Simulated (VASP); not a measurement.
# W (Pm-3m) in VASP: a series of runs

Aim: see how the results for W move with the level of theory and the settings. Levels: HSE06, PBE. Tasks: single point.

All numbers are computed with VASP 6.6.1; they aren't measurements. Logs are shortened: lines on timing, memory, paths and dates and some standing lists are left out, and cuts for length are marked.

## Step 1: Starting point

It takes space group Pm-3m (No. 221, cubic). The conventional cell has a = 2.638 Å, b = 2.638 Å, c = 2.638 Å, α = 90.00°, β = 90.00°, γ = 90.00°. W (site symmetry m-3m) is surrounded by 6 W at 2.64 Å.

This isn't the form of W at room conditions, which is bcc.

## Step 2: Single point, HSE06

Input file POSCAR:

```
W
1.0
    2.6376587951      0.0000000000      0.0000000000
    0.0000000000      2.6376587951      0.0000000000
    0.0000000000      0.0000000000      2.6376587951
W
1
Direct
    0.0000000000      0.0000000000      0.0000000000
```

Input file INCAR.step1:

```
PREC = Accurate
ENCUT = 520
EDIFF = 1E-5
ISMEAR = -1
SIGMA = 0.1
LREAL = False
LASPH = True
NELM = 100
ALGO = Normal
ISIF = 2
LWAVE = True
GGA = PE
NBANDS = 13
```

Input file INCAR.step2:

```
PREC = Accurate
ENCUT = 520
EDIFF = 1E-6
ISMEAR = -1
SIGMA = 0.1
LREAL = False
LASPH = True
NELM = 100
ALGO = Normal
ISIF = 2
LWAVE = False
LCHARG = True
GGA = PE
LHFCALC = True
HFSCREEN = 0.2079
PRECFOCK = Normal
LELF = True
LVHAR = True
ISTART = 1
NBANDS = 13
```

Input file KPOINTS:

```
Automatic mesh
0
Gamma
  6 6 6
```

Potentials or basis: VASP PAW PBE potentials, release 64 (W_sv).

Run with:

```console
cat potpaw_PBE.64/W_sv/POTCAR > POTCAR
cp INCAR.step1 INCAR
mpirun -np 1 vasp_std > vasp.out
cp INCAR.step2 INCAR
mpirun -np 1 vasp_std > vasp.out
```

OUTCAR:

```text
PREC = Accurate
   ENCUT = 520
   EDIFF = 1E-6
   ISMEAR = -1
   LREAL = False
   LASPH = True
   NELM = 100
   ISIF = 2
   GGA = PE
   LHFCALC = True
   HFSCREEN = 0.2079
   PRECFOCK = Normal
   ISTART = 1

 ion  position               nearest neighbor table
   1  0.000  0.000  0.000-

  LATTYP: Found a simple cubic cell.
 ALAT       =     2.6376587951

  Lattice vectors:

 A1 = (   2.6376587951,   0.0000000000,   0.0000000000)
 A2 = (   0.0000000000,   2.6376587951,   0.0000000000)
 A3 = (   0.0000000000,   0.0000000000,   2.6376587951)

Analysis of symmetry for initial positions (statically):
=====================================================================
 Subroutine PRICEL returns:
 Original cell was already a primitive cell.

 Routine SETGRP: Setting up the symmetry group for a
 simple cubic supercell.

 Subroutine GETGRP returns: Found 48 space group operations
 (whereof 48 operations were pure point group operations)
 out of a pool of 48 trial point group operations.

The static configuration has the point symmetry O_h .

Analysis of symmetry for dynamics (positions and initial velocities):
=====================================================================
 Subroutine PRICEL returns:
 Original cell was already a primitive cell.

 Routine SETGRP: Setting up the symmetry group for a
 simple cubic supercell.

 Subroutine GETGRP returns: Found 48 space group operations
 (whereof 48 operations were pure point group operations)
 out of a pool of 48 trial point group operations.

The dynamic configuration has the point symmetry O_h .

 Subroutine INISYM returns: Found 48 space group operations
 (whereof 48 operations are pure point group operations),
 and found     1 'primitive' translations

----------------------------------------------------------------------------------------

                                     Primitive cell

  volume of cell :      18.3508

  direct lattice vectors                    reciprocal lattice vectors
     2.637658795  0.000000000  0.000000000     0.379124094  0.000000000  0.000000000
     0.000000000  2.637658795  0.000000000     0.000000000  0.379124094  0.000000000
     0.000000000  0.000000000  2.637658795     0.000000000  0.000000000  0.379124094

  length of vectors
[... 88 lines left out ...]
   EMIN   =  10.00;   EMAX   =-10.00  energy-range for DOS
   EFERMI =   0.00;   METHOD = LEGACY
   ISMEAR =    -1;   SIGMA  =   0.10  broadening in eV -4-tet -1-fermi 0-gaus
   EFERMI_NEDOS =   21; number of points for ismear=-14 and -15
   IALGO  =     38    algorithm
   IMIX   =      1    mixing-type and parameters
     AMIX     =   0.40;   BMIX     =  1.00
     AMIX_MAG =   1.60;   BMIX_MAG =  1.00
  volume/ion in A,a.u.               =      18.35       123.84
  Fermi-wavevector in a.u.,A,eV,Ry     =   1.495887  2.826817 30.445471  2.237679
  Thomas-Fermi vector in A             =   2.607975
   LORBIT       =      0    0 simple, 1 ext, 2 COOP (PROOUT), +10 PAW based schemes
   GGA     = PE    functional components
   LHFCALC =     T    Hartree Fock is set to
   PRECFOCK=normal    Normal, Fast or Accurate (Low or Medium for compatibility)
   ENCUT4O =  -1.0   cutoff for four orbital integrals eV
   NKREDX  =     1    reduce k-point grid by
   NKREDY  =     1    reduce k-point grid by
   NKREDZ  =     1    reduce k-point grid by
   AEXX    =    0.2500 exact exchange contribution
   HFSCREEN=    0.2079 screening length (either q_TF or 0.3 A-1)
   HFSCREENC=   0.2079 screening length for correlation (either q_TF or 0.3 A-1)
   ENCUTFOCK=  -1.0 apply spherical cutoff to Coloumb kernel
   IVDW    =     0    specifies the selected vdW correction
   LEPSILON=     F    determine dielectric tensor
   LRPA    =     F    only Hartree local field effects (RPA)
 non-spin polarized calculation
  energy-cutoff  :      520.00
  volume of cell :       18.35
 maximum number of plane-waves:       512
 NGX is ok and might be reduce to    20
  NGX = 16; NGY = 16; NGZ = 16

 number of electron      13.9999999 magnetization

 Free energy of the ion-electron system (eV)
  ---------------------------------------------------
  ext. energy  EPLUGINS =         0.00000000
  ---------------------------------------------------
  free energy    TOTEN  =       -13.42565619 eV

  energy without entropy =      -13.39846171  energy(sigma->0) =      -13.41205895

 E-fermi :   9.1806     XC(G=0): -10.3736

 val. band max:        8.8707731067   @ k =   0.3333   0.3333   0.1667
 cond. band min:       9.2836016613   @ k =   0.5000   0.3333   0.1667
 fundamental gap:      0.4128285545
 Fermi energy:         9.1806453935

 k-point     1 :       0.0000    0.0000    0.0000
  band No.  band energies     occupation
      1     -69.1039      2.00000
      2     -31.1504      2.00000
      3     -31.1504      2.00000
      4     -31.1504      2.00000
      5      -0.4687      2.00000
      6       3.9783      2.00000
      7       3.9783      2.00000
      8      14.7817      0.00000
      9      14.7817      0.00000
     10      14.7817      0.00000
     11      24.8229      0.00000
     12      24.8229      0.00000
     13      24.8229      0.00000
[... 290 lines left out ...]
  band No.  band energies     occupation
      1     -68.7803      2.00000
      2     -32.2072      2.00000
      3     -32.2072      2.00000
      4     -32.2072      2.00000
      5       4.7603      2.00000
      6       4.7603      2.00000
      7       4.7603      2.00000
      8      17.1056      0.00000
      9      17.4920      0.00000
     10      17.4920      0.00000
     11      21.5429      0.00000
     12      21.5429      0.00000
     13      21.5429      0.00000

------------------------ aborting loop because EDIFF is reached ----------------------------------------

  FORCE on cell =-STRESS in cart. coord.  units (eV):
  Direction    XX          YY          ZZ          XY          YZ          ZX
  --------------------------------------------------------------------------------------
  -------------------------------------------------------------------------------------
  Total       -0.9810160     -0.9810160     -0.9810160      0.0000000     -0.0000000     -0.0000000
  in kB      -85.6506836    -85.6506836    -85.6506836      0.0000000     -0.0000000     -0.0000000
  external PRESSURE =     -85.6506836 kB  Pullay stress =       0.0000000 kB

 VOLUME and BASIS-vectors are now :
 -----------------------------------------------------------------------------
  energy-cutoff  :      520.00
  volume of cell :       18.35
      direct lattice vectors                 reciprocal lattice vectors
     2.637658795  0.000000000  0.000000000     0.379124094  0.000000000  0.000000000
     0.000000000  2.637658795  0.000000000     0.000000000  0.379124094  0.000000000
     0.000000000  0.000000000  2.637658795     0.000000000  0.000000000  0.379124094

 POSITION                                       TOTAL-FORCE (eV/Angst)
 -----------------------------------------------------------------------------------
      0.00000      0.00000      0.00000         0.000000      0.000000      0.000000
 -----------------------------------------------------------------------------------
    total drift:                                0.000000      0.000000      0.000000

  FREE ENERGIE OF THE ION-ELECTRON SYSTEM (eV)
  ---------------------------------------------------
  free  energy   TOTEN  =       -13.4256561896 eV

  energy  without entropy=      -13.3984617127  energy(sigma->0) =      -13.41205895
```

OUTCAR.step1:

```text
PREC = Accurate
   ENCUT = 520
   EDIFF = 1E-5
   ISMEAR = -1
   LREAL = False
[... 530 lines left out ...]

 POSITION                                       TOTAL-FORCE (eV/Angst)
 -----------------------------------------------------------------------------------
      0.00000      0.00000      0.00000         0.000000      0.000000      0.000000
 -----------------------------------------------------------------------------------
    total drift:                                0.000000      0.000000      0.000000

  FREE ENERGIE OF THE ION-ELECTRON SYSTEM (eV)
  ---------------------------------------------------
  free  energy   TOTEN  =       -11.6078185501 eV

  energy  without entropy=      -11.5723879158  energy(sigma->0) =      -11.59010323
```

OSZICAR.step1:

```text
N       E                     dE             d eps       ncg     rms          rms(c)
DAV:   1     0.909497989070E+02    0.90950E+02   -0.73831E+03   520   0.118E+03
DAV:   2    -0.101756056609E+02   -0.10113E+03   -0.97193E+02   595   0.314E+02
DAV:   3    -0.120326996988E+02   -0.18571E+01   -0.18511E+01   605   0.424E+01
DAV:   4    -0.120429504970E+02   -0.10251E-01   -0.10251E-01   550   0.343E+00
DAV:   5    -0.120430616507E+02   -0.11115E-03   -0.11115E-03   595   0.338E-01    0.173E+01
DAV:   6    -0.116854447091E+02    0.35762E+00   -0.37145E-01   520   0.728E+00    0.710E+00
DAV:   7    -0.116104031589E+02    0.75042E-01   -0.16103E-01   575   0.456E+00    0.498E-01
DAV:   8    -0.116078237295E+02    0.25794E-02   -0.44274E-03   525   0.847E-01    0.308E-02
DAV:   9    -0.116078185501E+02    0.51794E-05   -0.73243E-05   565   0.110E-01
   1 F= -.11607819E+02 E0= -.11590103E+02  d E =-.354306E-01
```

Wall time 19 min (1 thread of Intel Xeon Platinum 8175M at 2.50GHz (Skylake/Cascade Lake), shared host); peak memory 0.23 GiB.

Results:

```
Free energy            : -13.4257 eV
Pressure               : -8.6 GPa
Band gap on the k mesh : none (metal or under the smearing width)
```

Caveat: the k mesh is coarse (spacing up to 0.40 Å⁻¹), so the values aren't converged, least of all with exact exchange; the PAW data sets were made with another functional, which shifts forces and pressure a little. Spin-orbit coupling is left out, which matters for the levels of W.

## Step 3: Single point, PBE

Input file INCAR:

```
SYSTEM = W
PREC = Accurate
ENCUT = 520
EDIFF = 1E-6
ISMEAR = -1
SIGMA = 0.1
LREAL = .FALSE.
LASPH = .TRUE.
NELM = 60
ALGO = Fast
ISIF = 2
LWAVE = .FALSE.
LCHARG = .FALSE.
GGA = PE
NBANDS = 13
```

Input file KPOINTS:

```
Automatic mesh
0
G
  6 6 6
  0 0 0
```

POSCAR is that of step 2.

Potentials or basis: VASP PAW PBE potentials, release 64 (W_sv).

Run with:

```console
cat potpaw_PBE.64/W_sv/POTCAR > POTCAR
mpirun -np 1 vasp_std > vasp.out
```

OUTCAR:

```text
SYSTEM = W
   PREC = Accurate
   ENCUT = 520
   EDIFF = 1E-6
   ISMEAR = -1
   LREAL = .FALSE.
   LASPH = .TRUE.
   NELM = 60
   ISIF = 2
   GGA = PE

 ion  position               nearest neighbor table
   1  0.000  0.000  0.000-

  LATTYP: Found a simple cubic cell.
 ALAT       =     2.6376587951

  Lattice vectors:

 A1 = (   2.6376587951,   0.0000000000,   0.0000000000)
 A2 = (   0.0000000000,   2.6376587951,   0.0000000000)
 A3 = (   0.0000000000,   0.0000000000,   2.6376587951)

Analysis of symmetry for initial positions (statically):
=====================================================================
 Subroutine PRICEL returns:
 Original cell was already a primitive cell.

 Routine SETGRP: Setting up the symmetry group for a
 simple cubic supercell.

 Subroutine GETGRP returns: Found 48 space group operations
 (whereof 48 operations were pure point group operations)
 out of a pool of 48 trial point group operations.

The static configuration has the point symmetry O_h .

Analysis of symmetry for dynamics (positions and initial velocities):
=====================================================================
 Subroutine PRICEL returns:
 Original cell was already a primitive cell.

 Routine SETGRP: Setting up the symmetry group for a
 simple cubic supercell.

 Subroutine GETGRP returns: Found 48 space group operations
 (whereof 48 operations were pure point group operations)
 out of a pool of 48 trial point group operations.

The dynamic configuration has the point symmetry O_h .

 Subroutine INISYM returns: Found 48 space group operations
 (whereof 48 operations are pure point group operations),
 and found     1 'primitive' translations

----------------------------------------------------------------------------------------

                                     Primitive cell

  volume of cell :      18.3508

[... 108 lines left out ...]
   AEXX    =    0.0000 exact exchange contribution
   IVDW    =     0    specifies the selected vdW correction
   LEPSILON=     F    determine dielectric tensor
   LRPA    =     F    only Hartree local field effects (RPA)
 non-spin polarized calculation
 RMM-DIIS sequential band-by-band and
  energy-cutoff  :      520.00
  volume of cell :       18.35
 maximum number of plane-waves:       512
 NGX is ok and might be reduce to    20
   NGX =  9   NGY =  9   NGZ =  9

 number of electron      13.9999999 magnetization

 Free energy of the ion-electron system (eV)
  ---------------------------------------------------
  ext. energy  EPLUGINS =         0.00000000
  ---------------------------------------------------
  free energy    TOTEN  =       -11.60781038 eV

  energy without entropy =      -11.57236840  energy(sigma->0) =      -11.59008939

 E-fermi :   9.2659     XC(G=0): -12.6826

 val. band max:        9.0610209389   @ k =   0.3333   0.3333   0.1667
 cond. band min:       9.3740401906   @ k =   0.3333   0.3333   0.1667
 fundamental gap:      0.3130192518
 Fermi energy:         9.2659265855

 k-point     1 :       0.0000    0.0000    0.0000
  band No.  band energies     occupation
      1     -64.7803      2.00000
      2     -28.3933      2.00000
      3     -28.3933      2.00000
      4     -28.3933      2.00000
      5       0.7805      2.00000
      6       5.0144      2.00000
      7       5.0144      2.00000
      8      14.0154      0.00000
      9      14.0154      0.00000
     10      14.0154      0.00000
     11      23.9676      0.00000
     12      23.9676      0.00000
     13      23.9676      0.00000
[... 290 lines left out ...]
  band No.  band energies     occupation
      1     -64.5011      2.00000
      2     -29.3272      2.00000
      3     -29.3272      2.00000
      4     -29.3272      2.00000
      5       5.4747      2.00000
      6       5.4747      2.00000
      7       5.4747      2.00000
      8      16.6891      0.00000
      9      16.9252      0.00000
     10      16.9252      0.00000
     11      20.8013      0.00000
     12      20.8013      0.00000
     13      20.8013      0.00000

------------------------ aborting loop because EDIFF is reached ----------------------------------------

  FORCE on cell =-STRESS in cart. coord.  units (eV):
  Direction    XX          YY          ZZ          XY          YZ          ZX
  --------------------------------------------------------------------------------------
  -------------------------------------------------------------------------------------
  Total       -0.1560987     -0.1560987     -0.1560987     -0.0000000     -0.0000000      0.0000000
  in kB      -13.6286838    -13.6286838    -13.6286838     -0.0000000     -0.0000000      0.0000000
  external PRESSURE =     -13.6286838 kB  Pullay stress =       0.0000000 kB

 VOLUME and BASIS-vectors are now :
 -----------------------------------------------------------------------------
  energy-cutoff  :      520.00
  volume of cell :       18.35
      direct lattice vectors                 reciprocal lattice vectors
     2.637658795  0.000000000  0.000000000     0.379124094  0.000000000  0.000000000
     0.000000000  2.637658795  0.000000000     0.000000000  0.379124094  0.000000000
     0.000000000  0.000000000  2.637658795     0.000000000  0.000000000  0.379124094

 POSITION                                       TOTAL-FORCE (eV/Angst)
 -----------------------------------------------------------------------------------
      0.00000      0.00000      0.00000         0.000000      0.000000      0.000000
 -----------------------------------------------------------------------------------
    total drift:                                0.000000      0.000000      0.000000

  FREE ENERGIE OF THE ION-ELECTRON SYSTEM (eV)
  ---------------------------------------------------
  free  energy   TOTEN  =       -11.6078103806 eV

  energy  without entropy=      -11.5723684033  energy(sigma->0) =      -11.59008939
```

stdout:

```text
POSCAR found type information on POSCAR W
 POSCAR found :  1 types and       1 ions
 scaLAPACK will be used
 LDA part: xc-table for (Slater+PW92), standard interpolation
 POSCAR, INCAR and KPOINTS ok, starting setup
 FFT: planning ... GRIDC
 FFT: planning ... GRID_SOFT
 FFT: planning ... GRID
 WAVECAR not read
 entering main loop
```

It took 10 s on 1 thread of Intel Xeon Platinum 8175M at 2.50GHz (Skylake/Cascade Lake), shared host; peak memory 0.12 GiB.

Results:

| Item | Value |
| --- | --- |
| Free energy | -11.6078 eV |
| Pressure | -1.4 GPa |
| Band gap on the k mesh | none (metal or under the smearing width) |

Caveat: the k mesh is coarse (spacing up to 0.40 Å⁻¹), so the values aren't converged.
